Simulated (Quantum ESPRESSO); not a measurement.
The system is Si.

```
Si
1.0
     0.00000    2.72185    2.72185
     2.72185    0.00000    2.72185
     2.72185    2.72185    0.00000
Si
2
Direct
  0.50000 0.50000 0.50000
  0.75000 0.75000 0.75000
```

* Program: Quantum ESPRESSO 7.5
* Task: phonons
* Functional: PBE
* Potentials or basis: PseudoDojo 0.4.1 SR PBE standard
* Cutoff: 490 eV
* Density cutoff: 1959 eV
* k mesh: 8 × 8 × 8, shifted
* Occupations: fermi-dirac, width 0.05 eV
* Spin: no spin polarisation
* Mixing beta: 0.5
* Most SCF iterations: 120
* SCF threshold: 4e-10 Ry

The first run showed a gap, so the response started from a second, tighter run with fixed occupations.

What is the highest optical frequency at the zone centre?

510 cm⁻¹, a mode of symmetry T2g (Raman).

Optical modes at Γ, degenerate ones joined, polar ones without the macroscopic field:
```csv
cm⁻¹,components,symmetry,active in,"IR intensity, summed ((D/Å)²/amu)"
510,3,T2g,Raman,0.00
```

Born effective charge tensors (e):
atom 1, Si
```
0.00 0.00 0.00
0.00 0.00 0.00
0.00 0.00 0.00
```
atom 2, Si
```
0.00 0.00 0.00
0.00 0.00 0.00
0.00 0.00 0.00
```

Electronic dielectric tensor:
```
12.92  0.00  0.00
 0.00 12.92  0.00
 0.00  0.00 12.92
```
